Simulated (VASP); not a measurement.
Input of a VASP 6.6.1 run:

File INCAR:

```
SYSTEM = CaSe
PREC = Accurate
ENCUT = 900
EDIFF = 1E-8
ISMEAR = 0
SIGMA = 0.05
LREAL = .FALSE.
LASPH = .TRUE.
NELM = 100
ALGO = Normal
ISIF = 2
LWAVE = .FALSE.
LCHARG = .FALSE.
METAGGA = R2SCAN
LMIXTAU = .TRUE.
ADDGRID = .FALSE.
```

The input KPOINTS:

```
regular mesh
0
G
  11 11 11
  0 0 0
```

Contents of POSCAR:

```
CaSe
1.0
    0.0000000000      2.9560000000      2.9560000000
    2.9560000000      0.0000000000      2.9560000000
    2.9560000000      2.9560000000      0.0000000000
Se Ca
1 1
Direct
    0.5000000000      0.5000000000      0.5000000000
    0.0000000000      0.0000000000      0.0000000000
```

Potentials or basis: VASP PAW PBE potentials, release 64 (Se, Ca_sv).

The run is started by

```sh
$ cat potpaw_PBE.64/Se/POTCAR potpaw_PBE.64/Ca_sv/POTCAR > POTCAR
$ mpirun -np 1 vasp_std > vasp.out
```

(1) What does it give for the band gap on the k mesh?

(2) Predict the pressure.

## Answers

(1) 2.52 eV, indirect (least direct gap 3.45 eV).

(2) 0.9 GPa.

Caveat: the PAW data sets were made with another functional, which shifts forces and pressure a little; an odd mesh through Γ misses points on the zone boundary, where band edges often lie.

The gap isn't set beside the measured one, since this odd mesh misses points on the zone boundary.
